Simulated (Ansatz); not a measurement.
Task: Wannier functions of the valence bands of KI, space group Cmcm, with the Python package of Ansatz (0.2.0). Give the script and its output. Settings: PBEsol, PAW, cutoff 450 eV, 4×4×2 k-points, fixed occupations.

```yaml
crystal:
  lattice:
    - [2.51266, -4.25523, 0.00000]
    - [2.51266, 4.25523, 0.00000]
    - [0.00000, 0.00000, 8.67659]
  atoms:
    - { symbol: K, position: [0.50000, 0.50000, 0.50000] }
    - { symbol: K, position: [0.50000, 0.50000, 0.00000] }
    - { symbol: I, position: [0.84023, 0.15977, 0.25000] }
    - { symbol: I, position: [0.15977, 0.84023, 0.75000] }
```

The script, `wannier_ki.py`:
```python
'''Localising the top valence bands of KI.'''

from pathlib import Path

import ansatz as az
import tomllib

FUNCTIONAL = 'PBEsol'
CUTOFF_EV = 450
KMESH = (4, 4, 2)
SMEARING = 'fixed'


def main() -> None:
    ki = (
        az.Lattice.from_parameters(4.941702, 4.941702, 8.676589, alpha=90.0, beta=90.0, gamma=118.87733)
        .atom('K', (0.5, 0.5, 0.5))
        .atom('K', (0.5, 0.5, 0.0))
        .atom('I', (0.84023, 0.15977, 0.25))
        .atom('I', (0.15977, 0.84023, 0.75))
    )

    calculation = ki.calculation()
    calculation = calculation.functional(FUNCTIONAL)
    calculation = calculation.basis(CUTOFF_EV)
    calculation = calculation.kpoints(*KMESH, center='gamma')
    calculation = calculation.occupations(SMEARING).wannier(mesh=(4, 4, 2), projections=[az.TrialShell('I', 'p')], minimise=True)
    outcome = calculation.run(runs_dir='w90')
    spreads = tomllib.loads(Path(outcome.output_folder, 'results', 'wannier.spreads.toml').read_text())
    print('converged:', spreads['converged'], 'in', spreads['n_iter'], 'steps; least projectability', round(spreads['least_projectability'], 3))
    print('invariant, diagonal, off-diagonal spread (A^2):', *(round(spreads[k], 4) for k in ('omega_i_ang2', 'omega_d_ang2', 'omega_od_ang2')))
    for function in spreads['wannier']:
        print('centre', [round(v, 3) for v in function['r']], 'spread', round(function['spread'], 4))


if __name__ == '__main__':
    main()
```

`python wannier_ki.py` gives:
```text
converged: True in 14 steps; least projectability 0.976
invariant, diagonal, off-diagonal spread (A^2): 13.5055 0.0001 0.0606
centre [3.756, 0.668, 2.169] spread 2.2555
centre [-1.201, 3.659, 6.507] spread 2.2555
centre [3.784, 0.715, 2.169] spread 2.2555
centre [-1.229, 3.612, 6.507] spread 2.2555
centre [-1.214, 3.635, 6.507] spread 2.2721
centre [3.769, 0.692, 2.169] spread 2.2721
```

This cell is a computed structure, which may not be the phase found in nature. It ran for 11 s on 1 thread of Arm Neoverse V2, on a shared host, peak memory 0.46 GiB.
